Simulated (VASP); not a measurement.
# LiS2 in VASP: notebook

One sheet, LiS2, is run at these levels: PBE; tasks: single point.

All numbers are computed with VASP 6.6.1; they aren't measurements. Logs are shortened: lines on timing, memory, paths and dates and some standing lists are left out, and cuts for length are marked.

## Step 1: The sheet as given

The cell holds a sheet with vacuum, 6 atoms: a = 5.052 Å, b = 5.052 Å, c = 32.328 Å, α = 90.00°, β = 90.00°, γ = 90.00°.

The cell was built by a generator and needn't be a form met in nature.

## Step 2: Single point, PBE

Contents of INCAR:

```
SYSTEM = LiS2
ALGO = Fast
DIPOL = 0.5 0.5 0.247
EDIFF = 1E-6
ENCUT = 520
GGA = PE
IDIPOL = 3
ISIF = 2
ISMEAR = 0
LASPH = .True.
LCHARG = .False.
LDIPOL = .True.
LREAL = .False.
LWAVE = .False.
NBANDS = 24
NELM = 100
PREC = Accurate
SIGMA = 0.1
```

Contents of KPOINTS:

```
k-points
0
Gamma
  8 8 1
  0 0 0
```

Contents of POSCAR:

```
LiS2
1.0
    5.0523422595      0.0000000000      0.0000000000
    0.0000000000      5.0523422595      0.0000000000
    0.0000000000      0.0000000000     32.3283050480
Li S
2 4
Direct
    1.0000000000      0.0000000000      0.3132308615
    1.0000000000      0.0000000000      0.1816914666
    0.0000000000      0.5000000000      0.2474611641
    0.5000000000      1.0000000000      0.2474611641
    0.5000000000      0.5000000000      0.2474611641
    1.0000000000      1.0000000000      0.2474611641
```

Potentials or basis: VASP PAW PBE potentials, release 64 (Li_sv, S).

The run is started by

```console
> cat potpaw_PBE.64/Li_sv/POTCAR potpaw_PBE.64/S/POTCAR > POTCAR
> mpirun -np 1 vasp_std > vasp.out
```

OUTCAR:

```text
SYSTEM = LiS2
   EDIFF = 1E-6
   ENCUT = 520
   GGA = PE
   ISIF = 2
   ISMEAR = 0
   LASPH = .True.
   LREAL = .False.
   NELM = 100
   PREC = Accurate

 ion  position               nearest neighbor table
   1  0.000  0.000  0.313-   6 2.13
   2  0.000  0.000  0.182-   6 2.13
   3  0.000  0.500  0.247-   5 2.53   6 2.53   6 2.53   5 2.53
   4  0.500  0.000  0.247-   5 2.53   6 2.53   5 2.53   6 2.53
   5  0.500  0.500  0.247-   3 2.53   4 2.53   4 2.53   3 2.53
   6  0.000  0.000  0.247-   1 2.13   2 2.13   3 2.53   4 2.53   3 2.53   4 2.53

  LATTYP: Found a simple tetragonal cell.
 ALAT       =     5.0523422595
 C/A-ratio  =     6.3986767696

  Lattice vectors:

 A1 = (   5.0523422595,   0.0000000000,   0.0000000000)
 A2 = (   0.0000000000,   5.0523422595,   0.0000000000)
 A3 = (   0.0000000000,   0.0000000000,  32.3283050480)

Analysis of symmetry for initial positions (statically):
=====================================================================
 Subroutine PRICEL returns:
 Original cell was already a primitive cell.

 Routine SETGRP: Setting up the symmetry group for a
 simple tetragonal supercell.

 Subroutine GETGRP returns: Found 16 space group operations
 (whereof  8 operations were pure point group operations)
 out of a pool of 16 trial point group operations.

The static configuration has the point symmetry C_4v.
 The point group associated with its full space group is D_4h.

Analysis of symmetry for dynamics (positions and initial velocities):
=====================================================================
 Subroutine PRICEL returns:
 Original cell was already a primitive cell.

 Routine SETGRP: Setting up the symmetry group for a
 simple tetragonal supercell.

 Subroutine GETGRP returns: Found 16 space group operations
 (whereof  8 operations were pure point group operations)
 out of a pool of 16 trial point group operations.

The dynamic configuration has the point symmetry C_4v.
 The point group associated with its full space group is D_4h.

 Subroutine INISYM returns: Found 16 space group operations
 (whereof  8 operations are pure point group operations),
 and found     1 'primitive' translations

----------------------------------------------------------------------------------------

                                     Primitive cell

  volume of cell :     825.2176

  direct lattice vectors                    reciprocal lattice vectors
     5.052342259  0.000000000  0.000000000     0.197928000  0.000000000  0.000000000
     0.000000000  5.052342259  0.000000000     0.000000000  0.197928000  0.000000000
     0.000000000  0.000000000 32.328305048     0.000000000  0.000000000  0.030932646

  length of vectors
     5.052342259  5.052342259 32.328305048     0.197928000  0.197928000  0.030932646

  position of ions in fractional coordinates (direct lattice)
     0.000000000  0.000000000  0.313230862
     0.000000000  0.000000000  0.181691467
     0.000000000  0.500000000  0.247461164
     0.500000000  0.000000000  0.247461164
     0.500000000  0.500000000  0.247461164
     0.000000000  0.000000000  0.247461164

  ion indices of the primitive-cell ions
   primitive index   ion index
                 1           1
                 2           2
                 3           3
                 4           4
                 5           5
                 6           6

----------------------------------------------------------------------------------------

 KPOINTS: k-points

Automatic generation of k-mesh.
 Grid dimensions read from file:
 generate k-points for:    8    8    1

 Generating k-lattice:

  Cartesian coordinates                     Fractional coordinates (reciprocal lattice)
     0.024741000  0.000000000  0.000000000     0.125000000  0.000000000  0.000000000
     0.000000000  0.024741000  0.000000000     0.000000000  0.125000000  0.000000000
     0.000000000  0.000000000  0.030932646     0.000000000  0.000000000  1.000000000

  Length of vectors
     0.024741000  0.024741000  0.030932646

  Shift w.r.t. Gamma in fractional coordinates (k-lattice)
     0.000000000  0.000000000  0.000000000

 Subroutine IBZKPT returns following result:
 ===========================================

 Found     15 irreducible k-points:

 Following reciprocal coordinates:
            Coordinates               Weight
  0.000000  0.000000  0.000000      1.000000
  0.125000  0.000000  0.000000      4.000000
  0.250000  0.000000  0.000000      4.000000
  0.375000  0.000000  0.000000      4.000000
  0.500000  0.000000  0.000000      2.000000
  0.125000  0.125000  0.000000      4.000000
  0.250000  0.125000  0.000000      8.000000
  0.375000  0.125000  0.000000      8.000000
  0.500000  0.125000  0.000000      4.000000
  0.250000  0.250000  0.000000      4.000000
  0.375000  0.250000  0.000000      8.000000
  0.500000  0.250000  0.000000      4.000000
  0.375000  0.375000  0.000000      4.000000
  0.500000  0.375000  0.000000      4.000000
  0.500000  0.500000  0.000000      1.000000
   k-points           NKPTS =     15   k-points in BZ     NKDIM =     15   number of bands    NBANDS=     24
   number of dos      NEDOS =    301   number of ions     NIONS =      6
   total plane-waves  NPLWV = 384000
   dimension x,y,z NGX =    40 NGY =   40 NGZ =  240
   dimension x,y,z NGXF=    80 NGYF=   80 NGZF=  480
   ions per type =               2   4
   NGX,Y,Z   is equivalent  to a cutoff of  13.16, 13.16, 12.34 a.u.
   NGXF,Y,Z  is equivalent  to a cutoff of  26.32, 26.32, 24.68 a.u.
 SYSTEM =  LiS2
   PREC   = accura    normal or accurate (medium, high low for compatibility)
   ISTART =      0    job   : 0-new  1-cont  2-samecut
   ICHARG =      2    charge: 1-file 2-atom 10-const
   ISPIN  =      1    spin polarized calculation?
   LNONCOLLINEAR =      F non collinear calculations
   LSORBIT =      F    spin-orbit coupling
   LASPH  =      T    aspherical Exc in radial PAW
   ENCUT  =  520.0 eV  38.22 Ry    6.18 a.u.   9.39  9.39 60.11*2*pi/ulx,y,z
   NELM   =    100;   NELMIN=  2; NELMDL= -5     # of ELM steps
   EDIFF  = 0.1E-05   stopping-criterion for ELM
   LREAL  =      F    real-space projection
   EDIFFG = 0.1E-04   stopping-criterion for IOM
   NSW    =      0    number of steps for IOM
   IBRION =     -1    ionic relax: 0-MD 1-quasi-New 2-CG
   NFREE  =      0    steps in history (QN), initial steepest desc. (CG)
   ISIF   =      2    stress and relaxation
   ISYM   =      2    0-nonsym 1-usesym 2-fastsym
   POTIM  = 0.5000    time-step for ionic-motion
   TEBEG  =    0.0;   TEEND  =   0.0 temperature during run
   PSTRESS=    0.0 pullay stress
   NELECT =      30.0000    total number of electrons
   NUPDOWN=      -1.0000    fix difference up-down
   EMIN   =  10.00;   EMAX   =-10.00  energy-range for DOS
   EFERMI =   0.00;   METHOD = LEGACY
   ISMEAR =     0;   SIGMA  =   0.10  broadening in eV -4-tet -1-fermi 0-gaus
   EFERMI_NEDOS =   21; number of points for ismear=-14 and -15
   IALGO  =     68    algorithm
   IMIX   =      4    mixing-type and parameters
     AMIX     =   0.40;   BMIX     =  1.00
     AMIX_MAG =   1.60;   BMIX_MAG =  1.00
  volume/ion in A,a.u.               =     137.54       928.14
  Fermi-wavevector in a.u.,A,eV,Ry     =   0.542324  1.024844  4.001687  0.294116
  Thomas-Fermi vector in A             =   1.570303
   LORBIT       =      0    0 simple, 1 ext, 2 COOP (PROOUT), +10 PAW based schemes
   GGA     = PE    functional components
   LHFCALC =     F    Hartree Fock is set to
   AEXX    =    0.0000 exact exchange contribution
   IVDW    =     0    specifies the selected vdW correction
   LEPSILON=     F    determine dielectric tensor
   LRPA    =     F    only Hartree local field effects (RPA)
 non-spin polarized calculation
 RMM-DIIS sequential band-by-band and
 Gauss-broadening in eV      SIGMA  =   0.10
  energy-cutoff  :      520.00
  volume of cell :      825.22
 maximum number of plane-waves:     22289
 NGX is ok and might be reduce to    40
   NGX = 19   NGY = 19   NGZ =121

 dipolmoment           0.000000      0.000000     -0.000011 electrons x Angstroem

 number of electron      30.0000010 magnetization

 dipolmoment           0.000000      0.000000      0.000009 electrons x Angstroem

 Free energy of the ion-electron system (eV)
  ---------------------------------------------------
  ext. energy  EPLUGINS =         0.00000000
  ---------------------------------------------------
  free energy    TOTEN  =       -19.18880720 eV

  energy without entropy =      -19.17108847  energy(sigma->0) =      -19.17994783

 E-fermi :  -1.0725     XC(G=0):  -1.9043

 val. band max:       -1.0752940406   @ k =   0.1250   0.1250   0.0000
 cond. band min:      -1.0351385240   @ k =   0.0000   0.0000   0.0000
 fundamental gap:      0.0401555166
 Fermi energy:        -1.0724841562

 k-point     1 :       0.0000    0.0000    0.0000
  band No.  band energies     occupation
      1     -49.5582      2.00000
      2     -49.5580      2.00000
      3     -16.5786      2.00000
      4     -13.5032      2.00000
      5     -13.3126      2.00000
      6     -10.1136      2.00000
[... 16 lines left out ...]
     23       2.0635      0.00000
     24       2.9550      0.00000

 k-point     2 :       0.1250    0.0000    0.0000
  band No.  band energies     occupation
      1     -49.5582      2.00000
      2     -49.5580      2.00000
      3     -16.5054      2.00000
      4     -13.6615      2.00000
      5     -13.3077      2.00000
      6     -10.3704      2.00000
[... 16 lines left out ...]
     23       2.1293      0.00000
     24       3.2504      0.00000
[... 322 lines left out ...]
     23       1.8722      0.00000
     24       2.1835      0.00000

 k-point    15 :       0.5000    0.5000    0.0000
  band No.  band energies     occupation
      1     -49.5582      2.00000
      2     -49.5580      2.00000
      3     -14.7484      2.00000
      4     -14.1672      2.00000
      5     -14.1672      2.00000
      6     -13.9009      2.00000
[... 16 lines left out ...]
     23       1.9071      0.00000
     24       1.9071      0.00000

------------------------ aborting loop because EDIFF is reached ----------------------------------------

 vacuum level on the upper side and lower side of the slab       (xc-potential included)        -0.008        -0.008

  FORCE on cell =-STRESS in cart. coord.  units (eV):
  Direction    XX          YY          ZZ          XY          YZ          ZX
  --------------------------------------------------------------------------------------
  -------------------------------------------------------------------------------------
  Total       -0.0853587     -0.0853587      0.1083288      0.0000000      0.0000000     -0.0000000
  in kB       -0.1657257     -0.1657257      0.2103226      0.0000000      0.0000000     -0.0000000
  external PRESSURE =      -0.0403762 kB  Pullay stress =       0.0000000 kB

 VOLUME and BASIS-vectors are now :
 -----------------------------------------------------------------------------
  energy-cutoff  :      520.00
  volume of cell :      825.22
      direct lattice vectors                 reciprocal lattice vectors
     5.052342259  0.000000000  0.000000000     0.197928000  0.000000000  0.000000000
     0.000000000  5.052342259  0.000000000     0.000000000  0.197928000  0.000000000
     0.000000000  0.000000000 32.328305048     0.000000000  0.000000000  0.030932646

 POSITION                                       TOTAL-FORCE (eV/Angst)
 -----------------------------------------------------------------------------------
      0.00000      0.00000     10.12622         0.000000      0.000000      0.037010
      0.00000      0.00000      5.87378         0.000000      0.000000     -0.037010
      0.00000      2.52617      8.00000         0.000000      0.000000     -0.000000
      2.52617      0.00000      8.00000         0.000000      0.000000     -0.000000
      2.52617      2.52617      8.00000         0.000000     -0.000000     -0.000000
      0.00000      0.00000      8.00000        -0.000000      0.000000     -0.000000
 -----------------------------------------------------------------------------------
    total drift:                                0.000000      0.000000      0.000034

  FREE ENERGIE OF THE ION-ELECTRON SYSTEM (eV)
  ---------------------------------------------------
  free  energy   TOTEN  =       -19.1888071952 eV

  energy  without entropy=      -19.1710884667  energy(sigma->0) =      -19.17994783

 vacuum level on the upper side and lower side of the slab         0.846         0.846
```

Wall time 5.1 min (1 thread of Intel Xeon 6975P-C (Granite Rapids), shared host); peak memory 0.85 GiB.

What came out:

- Free energy: -19.1888 eV
- Largest force: 0.037 eV/Å
- Band gap on the k mesh: none (metal or under the smearing width)

Forces in eV/Å, atoms in the order of the input:
```
Li   0.000  0.000  0.037
Li   0.000  0.000 -0.037
S    0.000  0.000  0.000
S    0.000  0.000  0.000
S    0.000  0.000  0.000
S    0.000  0.000  0.000
```

Levels at points of the mesh, in eV from the Fermi level:
```tsv
k point	band 12	band 13	band 14	band 15	band 16	band 17	band 18	band 19
(0.00, 0.00, 0.00)	-2.37	-1.86	-0.19	0.04	0.45	1.62	1.76	2.06
(0.50, 0.00, 0.00)	-2.52	-1.49	-0.71	-0.33	-0.17	0.86	1.08	1.56
(0.50, 0.50, 0.00)	-2.10	-2.10	-1.90	-1.36	-1.15	-1.15	-1.06	1.86
```

Caveat: the cutoff is under 1.25 times the usual one of these potentials, so pressure, stress and relaxed cells hold a basis-set (Pulay) error.

## Step 3: Single point, PBE

This run uses another cell than the first one, of 135.05 Å³/atom, 0.982 times its volume.

Contents of INCAR:

```
  PREC = Accurate
  ENCUT = 520
  EDIFF = 1E-6
  ISMEAR = 0
  SIGMA = 0.1
  LREAL = False
  LASPH = True
  NELM = 100
  ALGO = Fast
  ISIF = 2
  LWAVE = False
  LCHARG = False
  LDIPOL = True
  IDIPOL = 3
  DIPOL = 0.5 0.5 0.256
  GGA = PE
  NBANDS = 24
```

Contents of KPOINTS:

```
regular mesh
0
Gamma
  8 8 1
```

Contents of POSCAR:

```
LiS2
1.0
    5.0905445753      0.0000000000      0.0000000000
    0.0000000000      5.0905445753      0.0000000000
    0.0000000000      0.0000000000     31.2694456939
Li S
2 4
Direct
    1.0000000000      0.0000000000      0.3240248120
    1.0000000000      0.0000000000      0.1876567879
    0.0000000000      0.5000000000      0.2558407999
    0.5000000000      1.0000000000      0.2558407999
    0.5000000000      0.5000000000      0.2558407999
    1.0000000000      1.0000000000      0.2558407999
```

Potentials or basis: VASP PAW PBE potentials, release 64 (Li_sv, S).

The run is started by

```console
> cat potpaw_PBE.64/Li_sv/POTCAR potpaw_PBE.64/S/POTCAR > POTCAR
> mpirun -np 1 vasp_std > vasp.out
```

Run time: 5.8 min. Hardware: 1 thread of Intel Xeon 6975P-C (Granite Rapids), shared host; peak memory 0.84 GiB.

It converged, with:

* Free energy: -19.1828 eV
* Largest force: 0.036 eV/Å
* Band gap on the k mesh: none (metal or under the smearing width)

Forces on the atoms (eV/Å):
```
Li   0.000  0.000 -0.036
Li   0.000  0.000  0.036
S    0.000  0.000  0.000
S    0.000  0.000  0.000
S    0.000  0.000  0.000
S    0.000  0.000  0.000
```

Levels at points of the mesh, in eV from the Fermi level:
| k point | band 12 | band 13 | band 14 | band 15 | band 16 | band 17 | band 18 | band 19 |
| --- | --- | --- | --- | --- | --- | --- | --- | --- |
| (0.00, 0.00, 0.00) | -2.32 | -1.81 | -0.17 | 0.04 | 0.43 | 1.56 | 1.71 | 2.02 |
| (0.50, 0.00, 0.00) | -2.46 | -1.46 | -0.69 | -0.36 | -0.20 | 0.86 | 1.07 | 1.58 |
| (0.50, 0.50, 0.00) | -2.03 | -2.03 | -1.84 | -1.36 | -1.15 | -1.15 | -1.07 | 1.83 |

Caveat: the cutoff is under 1.25 times the usual one of these potentials, so pressure, stress and relaxed cells hold a basis-set (Pulay) error.

## Step 4: Single point, PBE

This run uses another cell than the first one, of 44.60 Å³/atom, 0.324 times its volume.

Contents of INCAR:

```
ALGO = Normal
DIPOL = 0.5 0.5 0.500
EDIFF = 1E-6
ENCUT = 520
GGA = PE
IDIPOL = 3
ISIF = 2
ISMEAR = 0
LASPH = True
LCHARG = False
LDIPOL = True
LREAL = False
LWAVE = False
NBANDS = 24
NELM = 100
PREC = Accurate
SIGMA = 0.1
```

Contents of KPOINTS:

```
k-points
0
Gamma
  4 4 1
```

Contents of POSCAR:

```
LiS2
1.0
    4.0896810000      0.0000000000      0.0000000000
    0.0000000000      4.0896810000      0.0000000000
    0.0000000000      0.0000000000     16.0000000000
Li S
2 4
Direct
    0.0000000000      0.0000000000      0.5523128800
    0.0000000000      0.0000000000      0.4476871200
    0.0000000000      0.5000000000      0.5000000000
    0.5000000000      0.0000000000      0.5000000000
    0.5000000000      0.5000000000      0.5000000000
    0.0000000000      0.0000000000      0.5000000000
```

The run is started by

```console
> cat potpaw_PBE.64/Li_sv/POTCAR potpaw_PBE.64/S/POTCAR > POTCAR
> mpirun -np 1 vasp_std > vasp.out
```

Wall time 37 s (1 thread of Intel Xeon 6975P-C (Granite Rapids), shared host); peak memory 0.31 GiB.

The run converged. Its results:

- Free energy: -63.6260 eV
- Largest force: 245.781 eV/Å
- Band gap on the k mesh: none (metal or under the smearing width)

Forces on the atoms (eV/Å):
```
Li     0.000    0.000 -245.781
Li     0.000    0.000  245.781
S      0.000    0.000    0.000
S      0.000    0.000    0.000
S      0.000    0.000    0.000
S      0.000    0.000    0.000
```

Levels at points of the mesh, in eV from the Fermi level:
```
           k point  band 12  band 13  band 14  band 15  band 16  band 17  band 18  band 19
(0.00, 0.00, 0.00)    -4.32    -3.58    -0.73    -0.46    -0.46    -0.03     0.57     1.59
(0.50, 0.00, 0.00)    -3.90    -2.76    -1.78     0.07     0.29     1.10     1.61     2.03
(0.50, 0.50, 0.00)    -3.77    -3.73    -3.66    -3.66     0.24     0.24     0.34     1.97
```

Caveat: the k mesh is coarse (spacing up to 0.38 Å⁻¹), so the values aren't converged; the cutoff is under 1.25 times the usual one of these potentials, so pressure, stress and relaxed cells hold a basis-set (Pulay) error; the cell as given lies far from equilibrium.

## Step 5: Overview

```tsv
cell	k mesh	mesh quality	gap on the mesh (eV)	largest force (eV/Å)
P4/mmm, 137.54 Å³/atom	8 × 8 × 1	not flagged	none	0.04
P4/mmm, 135.05 Å³/atom	8 × 8 × 1	not flagged	none	0.04
P4/mmm, 44.6 Å³/atom	4 × 4 × 1	coarse	none	245.78
```

Alike in all rows: task single point; level PBE; potentials or basis VASP PAW PBE potentials, release 64 (Li_sv, S); no spin polarisation; cutoff (eV) 520; smearing gaussian 0.1 eV.

Caveats: some runs use coarse meshes; the cutoff is under 1.25 times the usual one of these potentials, so pressure, stress and relaxed cells hold a basis-set (Pulay) error; the cell as given lies far from equilibrium (some runs).

Absolute energies hang on the potentials; compare differences alone.
